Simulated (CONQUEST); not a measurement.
GaN:

```
Ga N
1.0
     3.18693    0.00000    0.00000
     0.00000    3.18693    0.00000
     0.00000    0.00000    4.50700
Ga N
2 2
Direct
  0.00000 0.00000 0.00000
  0.50000 0.50000 0.50000
  0.00000 0.50000 0.75000
  0.50000 0.00000 0.25000
```

The cell is a database's computed one.

Base run:

| Item | Value |
| --- | --- |
| Program | CONQUEST 1.3 |
| Functional | PBE |
| Potentials or basis | PseudoDojo NC PBE, DZP, grid cutoff 150 Ha |
| k mesh | 8 × 8 × 6 |
| Occupations | fermi-dirac, width 0.05 eV |
| Spin | no spin polarisation |

Its results: band gap on the k mesh 1.84 eV; pressure 8.7 GPa.

Problem. The run is repeated on the same cell with these changes: potentials or basis from PseudoDojo NC PBE, DZP, grid cutoff 150 Ha to PseudoDojo NC PBE, SZP, grid cutoff 150 Ha. What comes out?

Solution. Band gap on the k mesh 2.20 eV; pressure 9.9 GPa.

Caveats: the basis of atomic orbitals isn't converged, which shifts pressures, moduli and gaps; the real-space grid breaks the cell's symmetry a little; the box holds several primitive cells, so bands are folded and the points are those of the box's own zone (some runs); the atomic basis is small (some runs).

A k mesh can miss the band edges.
